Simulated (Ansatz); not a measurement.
# CdO (Monteponite) (Fm-3m) in Ansatz: further runs

One crystal, CdO (Monteponite), is run at these levels: PBE, PBEsol; tasks: single point, relaxation of cell and atoms.

All numbers are computed with Ansatz 0.2.0; they aren't measurements. Logs are shortened: lines on timing, memory, paths and dates and some standing lists are left out, and cuts for length are marked.

## 1. The structure

It takes space group Fm-3m (No. 225, cubic). The conventional cell has a = 4.699 Å, b = 4.699 Å, c = 4.699 Å, α = 90.00°, β = 90.00°, γ = 90.00°. Cd (site symmetry m-3m) has 6 O at 2.35 Å as nearest neighbours. Around O (site symmetry m-3m) lie 6 Cd at 2.35 Å.

## 2. Single point, PBE

File input.yaml:

```yaml
crystal:
  lattice:
    - [0.0, 2.3495, 2.3495]
    - [2.3495, 0.0, 2.3495]
    - [2.3495, 2.3495, 0.0]
  atoms:
    - { symbol: Cd, position: [0.0, 0.0, 0.0] }
    - { symbol: O, position: [0.5, 0.5, 0.5] }
hamiltonian:
  xc: pbe
  pseudopotentials: { kind: paw }
kpoints:
  mp_grid: { grid: [10, 10, 10] }
scf:
  occupations: { method: gaussian, width: 0.011 }
output:
  forces: true
  stress: true
  eigenvalues: true
```

Potentials or basis: Ansatz PAW.

Run with:

```sh
> ansatz run input.yaml --threads 2 --pin off --max-ram 5632MiB --backend cpu --events-out ev --progress --plain --runs-dir out
```

Standard output:

```text
Warning: RAYON_NUM_THREADS=2 ignored (pool sized by the plan → 2); use --threads N
Engine: ansatz 0.2.0, aarch64-unknown-linux-gnu
Pseudopotentials: kind: paw
Pseudopotential: Cd, paw, valence charge 20, recommended cutoff 420 eV (normal), Cd.paw.azcp
Pseudopotential: O, paw, valence charge 6, recommended cutoff 420 eV (normal), O.paw.azcp
Functional definition: PBE
  parameter kappa = 0.804
  parameter beta = 0.06672455060314922
  exchange = pbe_x(kappa = kappa, mu = beta*pi^2/3)
  correlation = pbe_c(beta = beta)
Crystal: 2 atoms, lattice volume = 25.939 Å³
Basis set: ecut = 420 eV, 531 PW (Γ), exchange–correlation on 48×48×48 points (8 copies of the dense FFT grid, shifted against one another)
Bands: 17, of which v1, the nominal top of the filled ones, is band 13 counted from 1 (12 counted from 0)
Symmetry: 48 space group operations
Space group: Fm-3m (ITA 225), of the structure as read, at distance tolerance 3.0e-5 Å
k-points: 47 of 1000
Non-local potential: Cd, projectors of the file, l = 0: 3, l = 1: 2, l = 2: 2, l = 3: 1
Non-local potential: O, projectors of the file, l = 0: 2, l = 1: 2, l = 2: 1
PAW form: soft (Blöchl's): semilocal exchange-correlation on the pseudo side does not see the compensation charge
PAW one-centre angular grid: Cd, 590 points (default); XC on 64 Gauss nodes
PAW one-centre angular grid: O, 110 points (default); XC on 64 Gauss nodes
Initial density: superposition of atomic densities (neutral atoms: chi_scale 0, normalization atom), corrected by the library's trained network
Initial wavefunctions: pseudopotential atomic-orbital guess
Functional: x = pbe(κ = 0.804, μ = 0.2195149727645171), c = pbe(β = 0.06672455060314922)
SCF iter   1: F=—  HF=-8821.419357 eV  |F-HF|=—  |Δ(HF+E_count)|=         —  Δρ=1.08e-3  dr2=1.63e-4  ethr=1.77e-3  ⟨swp⟩=5.0  Hψ=3673  notcnv=0
preconditioner: auto → none  [insulator: Δε(μ)=0.613 eV  Ē_g=15.449 eV  σ=0.011 eV  W_gap=0.87  n_scr=14 (ndim 8)  ℏωp=30.9 eV  f_vac=0.000  D(μ)=0.42/eV (n_scr^D=0)  ε∞_Penn≈5.0]
SCF iter   2: F=—  HF=-8821.419726 eV  |F-HF|=—  |Δ(HF+E_count)|=   3.69e-4  Δρ=3.56e-4  dr2=8.79e-6  ethr=6.29e-7  ⟨swp⟩=2.7  Hψ=1853  notcnv=0
SCF iter   3: F=—  HF=-8821.419772 eV  |F-HF|=—  |Δ(HF+E_count)|=   4.62e-5  Δρ=1.52e-4  dr2=1.51e-6  ethr=3.38e-8  ⟨swp⟩=2.4  Hψ=1205  notcnv=0
iter 4 did not close the SCF: its close was put off for the readings that it lacked (scf_convergence_deferred on its scf_iter line)
SCF iter   4: F=-8821.419780 eV  HF=-8821.419780 eV  |F-HF|=5.86e-8  |Δ(HF+E_count)|=   7.36e-6  Δρ=1.69e-5  dr2=2.66e-8  ethr=5.81e-9  ⟨swp⟩=2.0  Hψ=1223  notcnv=0
iter 5 did not close the SCF: its close was put off for the readings that it lacked (scf_convergence_deferred on its scf_iter line)
SCF iter   5: F=-8821.419780 eV  HF=-8821.419780 eV  |F-HF|=4.51e-10  |Δ(HF+E_count)|=   6.84e-8  Δρ=2.43e-6  dr2=7.76e-10  ethr=1.02e-10  ⟨swp⟩=2.0  Hψ=1223  notcnv=0
SCF iter   6: F=-8821.419780 eV  HF=-8821.419780 eV  |F-HF|=7.28e-12  |Δ(HF+E_count)|=  7.42e-10  Δρ=3.12e-7  dr2=1.91e-11  ethr=2.98e-12  ⟨swp⟩=1.0  Hψ=2210  notcnv=0
SCF 1 converged in 6 iterations: F = -8821.419780 eV  dr2 = 1.91e-11
SCF converged after 6 iterations
Free energy (F): -8821.419780 eV
Harris-Foulkes:  -8821.419780 eV  (|F-HF|=7.28e-12)
Internal energy: -8821.419754 eV  (E = F + TS)
E sigma→0 (E₀):  -8821.419767 eV
Entropy (-TS):   -0.000026 eV (-0.013 meV/atom)
Fermi energy:    12.704760 eV
--- Per-component energies (eV) ---
  E_band       = -351.856815
  E_kinetic    = 680.119003
  E_local      = -3035.266127  (includes V_loc(G=0)·N_el)
  E_nonlocal   = 83.883529
  E_hartree    = 1406.932826
  E_xc         = -250.364387
  E_vxc        = -315.644279  (∫ρ·V_xc dr)
  E_paw        = -4243.126912  (= ΣΔE_a)
  E_vpaw       = -578.816886  (= ΣTr[D̂ρ^β])
  E_aug_tail   = 0.002387  (compensation charges beyond the density's cutoff)
  E_ewald      = -3463.600073
  E_smearing   = -0.000026  (= −TS)
  E_closure    = -0.000000  (closes the sum)
  Σ components = -8821.419780   (vs F -8821.419780, Δ=0.00e0)
--- Forces (eV/Å), atoms counted from 1 ---
  atom   1  Cd    -0.00000000     0.00000000    -0.00000000
  atom   2  O      0.00000000    -0.00000000    -0.00000000
  max |Σ_I F_I| component: 1.09e-29 eV/Å
--- Stress (GPa, compression-positive) ---
        6.084315       0.000000      -0.000000
        0.000000       6.084315       0.000000
       -0.000000       0.000000       6.084315
  P = ⅓ Tr σ = 6.0843 GPa (60.843 kbar)
--- Band table (eV; the first three rows and the last of 47) ---
  k-point 0: bands = ["-87.7088", "-48.7998", "-48.7998", "-48.7998", "-4.6626", "5.9952", "5.9952", "5.9952", "6.2998", "6.2998", "11.3346", "11.3346", "11.3346", "12.2877", "27.2143", "29.7353", "29.7353"]
  k-point 1: bands = ["-87.7087", "-48.8014", "-48.8001", "-48.8001", "-4.5937", "5.9546", "6.0116", "6.0116", "6.2321", "6.2321", "10.4658", "11.4752", "11.4752", "13.3050", "26.1751", "28.8753", "28.8753"]
  k-point 2: bands = ["-87.7085", "-48.8056", "-48.8007", "-48.8007", "-4.4075", "5.8006", "5.8950", "5.8950", "6.2365", "6.2365", "9.5557", "11.8281", "11.8281", "14.6784", "23.9693", "27.3282", "27.3282"]
  k-point 46: bands = ["-87.7075", "-48.8124", "-48.8096", "-48.8065", "-3.9277", "5.7390", "5.8731", "6.0331", "6.6862", "6.8945", "9.4004", "9.9640", "10.7980", "18.4425", "21.4090", "21.9352", "23.7690"]
```

It took 0.75 s on 2 threads of Arm Neoverse V1, shared host; peak memory 0.28 GiB.

What came out:

```yaml
Free_energy: -8821.4198 eV
Pressure: 6.1 GPa
Band_gap_on_the_k_mesh: none (metal or under the smearing width)
```

Caveat: the pressure holds a Pulay correction of +0.5 GPa for the finite cutoff; this crystal is a semiconductor, whose small gap the functional closes, so the metal is an error of the method.

## 3. Relaxation of cell and atoms, PBE

input.yaml, as its differences from that of step 2:

```diff
@@ -14,3 +14,3 @@
 scf:
-  occupations: { method: gaussian, width: 0.011 }
+  occupations: { method: fermi_dirac, width: 0.05 }
 output:
@@ -18,2 +18,5 @@
   stress: true
-  eigenvalues: true
+relax:
+  f_tol: 0.01
+  max_steps: 40
+  cell: { stress_tol: 0.05 }
```

Potentials or basis: Ansatz PAW.

Run with:

```sh
> ansatz run input.yaml --threads 2 --pin off --max-ram 5632MiB --backend cpu --events-out ev --progress --plain --runs-dir out
```

Wall time 4.5 s (2 threads of Arm Neoverse V1, shared host); peak memory 0.29 GiB.

It converged, with:

```
Free energy                            : -8821.4411 eV
Relaxed volume                         : 13.55 Å³/atom
Relaxed cell                           : a = 3.371 Å, b = 3.371 Å, c = 3.371 Å, α = 60.00°, β = 60.00°, γ = 60.00°
Space group after relaxing (to 0.05 Å) : Fm-3m (No. 225)
Energy gained by relaxing              : 10.5 meV/atom
Ionic steps                            : 7
Pressure after relaxing                : 0.0 GPa
```

The path:
```
step  energy change (eV)  largest force (eV/Å)  volume (Å³)
   1              0.0000                0.0000        25.94
   2             -0.0153                0.0000        27.27
   3             -0.0167                0.0000        27.06
   4             -0.0167                0.0000        27.05
   5             -0.0209                0.0000        27.05
   6             -0.0208                0.0000        27.09
   7             -0.0210                0.0000        27.09
```

Final structure:
```xyz
2
Lattice="0.0000 2.3838 2.3838 2.3838 0.0000 2.3838 2.3838 2.3838 0.0000" Properties=species:S:1:pos:R:3 pbc="T T T"
Cd    0.0000    0.0000    0.0000
O     2.3838    2.3838    2.3838
```

Caveat: the plane-wave basis is chosen anew once the cell has moved, so the energies of steps on either side of that aren't comparable; the pressure holds a Pulay correction of +0.5 GPa for the finite cutoff. Zero-point motion and thermal expansion aren't in these numbers.

## 4. Single point, PBEsol

File input.yaml:

```yaml
crystal:
  lattice:
    - [0.0, 2.3495, 2.3495]
    - [2.3495, 0.0, 2.3495]
    - [2.3495, 2.3495, 0.0]
  atoms:
    - { symbol: Cd, position: [0.0, 0.0, 0.0] }
    - { symbol: O, position: [0.5, 0.5, 0.5] }
hamiltonian:
  xc: pbesol
  pseudopotentials: { kind: paw }
kpoints:
  mp_grid: { grid: [10, 10, 10] }
scf:
  occupations: { method: gaussian, width: 0.1 }
output:
  forces: true
  stress: true
  eigenvalues: true
  write_density: true
  write_potential: true
  elf: true
  volumetric_format: npy
```

Potentials or basis: Ansatz PAW.

Run with:

```sh
> ansatz run input.yaml --threads 2 --pin off --max-ram 5632MiB --backend cpu --events-out ev --progress --plain --runs-dir out
```

Standard output:

```text
Warning: RAYON_NUM_THREADS=2 ignored (pool sized by the plan → 2); use --threads N
[... 4 set-up lines as earlier in the session ...]
Functional definition: PBEsol
  exchange = pbesol_x
  correlation = pbesol_c
Crystal: 2 atoms, lattice volume = 25.939 Å³
Basis set: ecut = 420 eV, 531 PW (Γ), exchange–correlation on 48×48×48 points (8 copies of the dense FFT grid, shifted against one another)
Bands: 17, of which v1, the nominal top of the filled ones, is band 13 counted from 1 (12 counted from 0)
[... 2 set-up lines as earlier in the session ...]
k-points: 47 of 1000
[... 3 set-up lines as earlier in the session ...]
PAW frozen core: Cd, regenerated for the run's functional, and the local potential with it (the file was generated under x = pbe(κ = 0.804, μ = 0.2195149727645171), c = pbe(β = 0.06672455060314922))
PAW frozen core: O, regenerated for the run's functional, and the local potential with it (the file was generated under x = pbe(κ = 0.804, μ = 0.2195149727645171), c = pbe(β = 0.06672455060314922))
[... 4 set-up lines as earlier in the session ...]
Functional: x = pbesol(κ = 0.804, μ = 0.12345679012345678), c = pbesol(β = 0.046)
[... 11 lines left out ...]
Harris-Foulkes:  -8744.484655 eV  (|F-HF|=7.80e-10)
Internal energy: -8744.484336 eV  (E = F + TS)
E sigma→0 (E₀):  -8744.484496 eV
Entropy (-TS):   -0.000320 eV (-0.160 meV/atom)
Fermi energy:    12.647915 eV
--- Per-component energies (eV) ---
  E_band       = -354.640939
  E_kinetic    = 678.724868
  E_local      = -3034.615142  (includes V_loc(G=0)·N_el)
  E_nonlocal   = 87.223083
  E_hartree    = 1402.967854
  E_xc         = -247.762427
  E_vxc        = -313.843948  (∫ρ·V_xc dr)
  E_paw        = -4167.802120  (= ΣΔE_a)
  E_vpaw       = -578.069593  (= ΣTr[D̂ρ^β])
  E_aug_tail   = 0.002373  (compensation charges beyond the density's cutoff)
  E_ewald      = -3463.600073
  E_core_change = 0.377248  (= ΣΔE_core)
  E_smearing   = -0.000320  (= −TS)
  E_closure    = 0.000000  (closes the sum)
  Σ components = -8744.484655   (vs F -8744.484655, Δ=0.00e0)
--- Forces (eV/Å), atoms counted from 1 ---
  atom   1  Cd    -0.00000000     0.00000000    -0.00000000
  atom   2  O      0.00000000    -0.00000000    -0.00000000
  max |Σ_I F_I| component: 1.01e-29 eV/Å
--- Stress (GPa, compression-positive) ---
       -0.799511       0.000000       0.000000
       -0.000000      -0.799511       0.000000
       -0.000000       0.000000      -0.799511
  P = ⅓ Tr σ = -0.7995 GPa (-7.995 kbar)
--- Band table (eV; the first three rows and the last of 47) ---
  k-point 0: bands = ["-87.7187", "-48.8374", "-48.8374", "-48.8374", "-4.7774", "5.8826", "5.8826", "5.8826", "6.1853", "6.1853", "11.1456", "11.1456", "11.1456", "12.0246", "26.8389", "29.4265", "29.4265"]
  k-point 1: bands = ["-87.7186", "-48.8390", "-48.8376", "-48.8376", "-4.7066", "5.8396", "5.8985", "5.8985", "6.1159", "6.1159", "10.2503", "11.2902", "11.2902", "13.0671", "25.8327", "28.5817", "28.5817"]
  k-point 2: bands = ["-87.7183", "-48.8432", "-48.8383", "-48.8383", "-4.5150", "5.6757", "5.7723", "5.7723", "6.1256", "6.1256", "9.3386", "11.6522", "11.6522", "14.4408", "23.6565", "27.0354", "27.0354"]
  k-point 46: bands = ["-87.7173", "-48.8502", "-48.8473", "-48.8442", "-4.0172", "5.6095", "5.7401", "5.9059", "6.5896", "6.7954", "9.1899", "9.7586", "10.6050", "18.1885", "21.1243", "21.6407", "23.4805"]
```

rho_z.tsv:

```text
# z_ang	rho[e/angstrom^3]
# format = ansatz-planar-average/11
# lattice	0.000000000	2.349500000	2.349500000
# lattice	2.349500000	0.000000000	2.349500000
# lattice	2.349500000	2.349500000	0.000000000
# sites	2
# site	48	0.000000000	0.000000000	0.000000000
# site	8	2.349500000	2.349500000	2.349500000
0.000000	2.180188e0
0.138446	2.074610e0
0.276891	1.790761e0
0.415337	1.411132e0
0.553782	1.032346e0
0.692228	7.305209e-1
[... 16 lines left out ...]
3.045804	1.790761e0
3.184249	2.074610e0
```

v_z.tsv:

```text
# z_ang	v_es[eV]	v_tot[eV]
# format = ansatz-planar-average/11
# xc	pbesol
# density_cutoff_ev	1680
# datasets	Cd=:simpson_from_first_knot:soft:shift=-1031266	O=:simpson_from_first_knot:soft:shift=-234619
# lattice	0.000000000	2.349500000	2.349500000
# lattice	2.349500000	0.000000000	2.349500000
# lattice	2.349500000	2.349500000	0.000000000
# sites	2
# site	48	0.000000000	0.000000000	0.000000000
# site	8	2.349500000	2.349500000	2.349500000
0.000000	6.112782e0	-6.635983e0
0.138446	6.297408e0	-6.381506e0
0.276891	6.803725e0	-5.676036e0
0.415337	7.562429e0	-4.625881e0
0.553782	8.465165e0	-3.401694e0
0.692228	9.491709e0	-2.087420e0
[... 16 lines left out ...]
3.045804	6.803725e0	-5.676036e0
3.184249	6.297408e0	-6.381506e0
```

It took 1.1 s on 2 threads of Arm Neoverse V1, shared host; peak memory 0.29 GiB.

What came out:

```yaml
Free_energy: -8744.4847 eV
Pressure: -0.8 GPa
Band_gap_on_the_k_mesh: none (metal or under the smearing width)
```

Caveat: the pressure holds a Pulay correction of +0.5 GPa for the finite cutoff; the PAW data sets come from PBE, with cores solved anew for the run's functional, which leaves a small shift of forces and pressure; this crystal is a semiconductor, whose small gap the functional closes, so the metal is an error of the method.

## 5. Single point, PBE

input.yaml, as its differences from that of step 4:

```diff
@@ -9,3 +9,3 @@
 hamiltonian:
-  xc: pbesol
+  xc: pbe
   pseudopotentials: { kind: paw }
@@ -19,5 +19 @@
   eigenvalues: true
-  write_density: true
-  write_potential: true
-  elf: true
-  volumetric_format: npy
```

Run with:

```sh
> ansatz run input.yaml --threads 2 --pin off --max-ram 5632MiB --backend cpu --events-out ev --progress --plain --runs-dir out
```

Wall time 0.77 s (2 threads of Arm Neoverse V1, shared host); peak memory 0.28 GiB.

It converged, with:

- Free energy: -8821.4200 eV
- Pressure: 6.1 GPa
- Band gap on the k mesh: none (metal or under the smearing width)

Levels at points of the mesh, in eV from the Fermi level:
```
             k point  band 11  band 12  band 13  band 14  band 15  band 16
  (0.00, 0.00, 0.00)    -1.47    -1.47    -1.47    -0.52    14.41    16.93
 (0.00, 0.00, -0.50)    -3.91    -0.11    -0.11     4.33     7.22    11.77
(0.00, -0.50, -0.50)    -4.42    -2.43    -2.43     3.81     8.41    11.13
```

Caveat: the pressure holds a Pulay correction of +0.5 GPa for the finite cutoff; this crystal is a semiconductor, whose small gap the functional closes, so the metal is an error of the method.

## 6. Single point, PBEsol

input.yaml, as its differences from that of step 5:

```diff
@@ -9,3 +9,3 @@
 hamiltonian:
-  xc: pbe
+  xc: pbesol
   pseudopotentials: { kind: paw }
@@ -14,3 +14,3 @@
 scf:
-  occupations: { method: gaussian, width: 0.1 }
+  occupations: { method: gaussian, width: 0.05 }
 output:
```

Potentials or basis: Ansatz PAW.

Run with:

```sh
> ansatz run input.yaml --threads 2 --pin off --max-ram 5632MiB --backend cpu --events-out ev --progress --plain --runs-dir out
```

Run time: 0.84 s. Hardware: 2 threads of Arm Neoverse V1, shared host; peak memory 0.28 GiB.

The run converged. Its results:

| Property | Result |
| --- | --- |
| Free energy | -8744.4845 eV |
| Pressure | -0.8 GPa |
| Band gap on the k mesh | none (metal or under the smearing width) |

Levels at points of the mesh, in eV from the Fermi level:
```
             k point  band 9  band 10  band 11  band 12  band 13  band 14  band 15  band 16  band 17
  (0.00, 0.00, 0.00)   -6.40    -6.40    -1.44    -1.44    -1.44    -0.56    14.25    16.84    16.84
 (0.00, 0.00, -0.50)   -6.14    -6.14    -3.87    -0.05    -0.05     4.23     7.21    11.69    11.69
(0.00, -0.50, -0.50)   -6.00    -5.68    -4.45    -2.41    -2.41     3.75     8.36    11.03    13.13
```

Caveat: the pressure holds a Pulay correction of +0.5 GPa for the finite cutoff; the PAW data sets come from PBE, with cores solved anew for the run's functional, which leaves a small shift of forces and pressure; this crystal is a semiconductor, whose small gap the functional closes, so the metal is an error of the method.

## 7. Overview

```tsv
task	level	cell	smearing	gap on the mesh (eV)	pressure (GPa)
single point	PBE	as given	gaussian 0.011 eV	none	6.1
relaxation of cell and atoms	PBE	relaxed	fermi-dirac 0.05 eV	-	0.0
single point	PBEsol	as given	gaussian 0.1 eV	none	-0.8
single point	PBE	as given	gaussian 0.1 eV	none	6.1
single point	PBEsol	as given	gaussian 0.05 eV	none	-0.8
```

Alike in all rows: potentials or basis Ansatz PAW; no spin polarisation; k mesh 10 × 10 × 10; cutoff (eV) 420.

Every run on the cell as given and a fine mesh finds a metal. The pressure there spans -0.8 GPa (PBEsol) to 6.1 GPa (PBE); a positive pressure means that this level wants a larger cell, a negative one a smaller.

Caveats: this crystal is a semiconductor, whose small gap the functional closes, so the metal is an error of the method (some runs); the PAW data sets come from PBE, with cores solved anew for the run's functional, which leaves a small shift of forces and pressure (some runs); the plane-wave basis is chosen anew once the cell has moved, so the energies of steps on either side of that aren't comparable (some runs).

Absolute energies hang on the potentials; compare differences alone.
